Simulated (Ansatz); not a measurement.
# MgI2: energy and pressure over a range of volumes

One table from this session's results is given with a row withheld; the runs are named, their logs left out.

Method: DFT PBEsol, scalar-relativistic, in Ansatz 0.2.0.

### The system as given

The structure is trigonal, space group P-3m1 (No. 164). The conventional cell has a = 4.154 Å, b = 4.154 Å, c = 6.862 Å, α = 90.00°, β = 90.00°, γ = 120.00°. Mg (site symmetry -3m) has 6 I at 2.92 Å in its first shell of neighbours. Around I (site symmetry 3m) lie 3 Mg at 2.92 Å.

Structure file:

```
Mg I
1.0
     4.15370    0.00000    0.00000
    -2.07685    3.59721    0.00000
     0.00000    0.00000    6.86200
Mg I
1 2
Cartesian
  0.0000 0.0000 0.0000
  0.0000 2.3981 5.1989
  2.0769 1.1991 1.6631
```

Atoms are numbered in the order of the input: Mg1, I2, I3.

Set-up of the first run:

input.yaml reads:

```yaml
crystal:
  lattice:
    - [4.097562157, 0.0, 0.0]
    - [-2.0487810785, 3.5485929215, 0.0]
    - [0.0, 0.0, 6.7692589016]
  atoms:
    - { symbol: Mg, position: [0.0, 0.0, 0.0] }
    - { symbol: I, position: [0.3333333333, 0.6666666667, 0.75763] }
    - { symbol: I, position: [0.6666666667, 0.3333333333, 0.24237] }
kpoints:
  mp_grid: { grid: [7, 7, 4] }
  band_path:
    path:
      - [0.0, 0.0, 0.0]
      - [0.5, 0.0, 0.0]
      - [0.3333333333, 0.3333333333, 0.0]
      - [0.0, 0.0, 0.0]
      - [0.0, 0.0, 0.5]
      - [0.5, 0.0, 0.5]
      - [0.3333333333, 0.3333333333, 0.5]
      - [0.0, 0.0, 0.5]
      - [0.5, 0.0, 0.5]
    npoints: 5
scf:
  occupations: { method: fermi_dirac, width: 0.03 }
hamiltonian:
  xc: pbesol
  pseudopotentials: { kind: all_electron, lapw: { basis_error: 0.001 } }
output:
  forces: true
  stress: true
  eigenvalues: true
```

Run with:

```sh
$ ansatz run input.yaml --threads 1 --pin off --max-ram 4096MiB --backend cpu --events-out ev --progress --plain --runs-dir out
```

Steps of the session up to this table: Volume × 0.96, LAPW; Volume × 0.96, PAW; Volume × 0.96, crystal datasets; Volume × 0.99, LAPW; Volume × 0.99, PAW; Volume × 0.99, crystal datasets; Volume × 1.02, LAPW; Volume × 1.02, PAW; Volume × 1.02, crystal datasets; Volume × 1.06, LAPW; Volume × 1.06, PAW; Volume × 1.06, crystal datasets.

One table of the session follows, with a row left open; its other results are not shown here.

It belongs to the step «The equation of state». 

```
          method  volume (Å³/atom)  gap on the k mesh (eV)  largest force (eV/Å)
            LAPW            32.810                    3.50                 0.170
            LAPW            33.835                    3.48                 0.013
            LAPW            34.860                    3.47                 0.128
            LAPW            36.227                    3.36                 0.293
             PAW            32.810                    3.49                 0.172
             PAW            33.835                    3.48                 0.014
             PAW            34.860                    3.46                 0.127
             PAW            36.227                       ?                     ?
crystal datasets            32.810                    3.50                 0.170
crystal datasets            33.835                    3.48                 0.013
crystal datasets            34.860                    3.47                 0.128
crystal datasets            36.227                    3.36                 0.293
```

Q: Estimate the row for PAW, 36.227 from the others.

The run gave: gap on the k mesh (eV): 3.36; largest force (eV/Å): 0.292.

Limits of these values: Warnings in the runs' records: gradients without spin orbit, crystal datasets made.
